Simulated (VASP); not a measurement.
**Cu: relaxation of the atoms with r2SCAN**

The system is Cu.

```xyz
1
Lattice="-1.4426 1.4741 1.3553 1.4642 -1.4439 1.3463 1.4429 1.4442 -1.3237" Properties=species:S:1:pos:R:3 pbc="T T T"
Cu    0.0169   -0.0339    0.0660
```

The cell isn't the ideal one: cell strained at random at fixed volume.

| Quantity | Value |
| --- | --- |
| Program | VASP 6.6.1 |
| Task | relaxation of the atoms |
| Functional | r2SCAN |
| Potentials or basis | VASP PAW PBE potentials, release 64 (Cu) |
| Cutoff | 520 eV |
| k mesh | 10 × 10 × 10 |
| Occupations | methfessel-paxton, width 0.1 eV |
| Spin | no spin polarisation |
| Further INCAR settings | ALGO = Normal; EDIFF = 1e-06; IBRION = 2; EDIFFG = -0.02; NSW = 60 |

The pressure after relaxing is 1.8 GPa. The band gap on the k mesh is none (metal or under the smearing width).

Stress tensor (GPa, compression positive):
```
 2.05  0.00 -0.26
 0.00  2.26 -0.38
-0.26 -0.38  1.03
```

Final structure:
```
CELL_PARAMETERS angstrom
-1.44263 1.47410 1.35533
1.46422 -1.44391 1.34630
1.44292 1.44419 -1.32367
ATOMIC_POSITIONS crystal
Cu 0.01264 0.03014 0.99374
```

Levels at points of the mesh, in eV from the Fermi level:
```
           k point  band 3  band 4  band 5  band 6  band 7  band 8  band 9
(0.00, 0.00, 0.00)   -3.23   -3.20   -2.49   -2.15   25.38   25.45   27.56
(0.50, 0.00, 0.00)   -2.31   -2.00   -1.53   -0.68    4.78   17.93   18.64
(0.00, 0.50, 0.00)   -2.30   -2.00   -1.52   -0.60    4.89   17.66   18.59
(0.50, 0.50, 0.00)   -2.55   -2.27   -1.54   -1.10    4.18   19.43   21.02
(0.00, 0.00, 0.50)   -2.56   -2.27   -1.55   -1.10    4.18   19.91   20.54
(0.50, 0.00, 0.50)   -2.35   -2.03   -1.48   -0.33    5.26   17.35   18.24
(0.00, 0.50, 0.50)   -2.38   -2.04   -1.47   -0.31    5.29   17.51   18.16
(0.50, 0.50, 0.50)   -1.74   -1.71   -1.59    7.73    7.87   10.91   13.41
```

Run time: 73 s on 1 thread of Intel(R) Xeon(R) 6975P-C (Granite Rapids) (shared host), peak memory 0.17 GiB.

Caveat: the relaxation stopped at its first step, so nothing moved; the PAW data sets were made with another functional, which shifts forces and pressure a little.
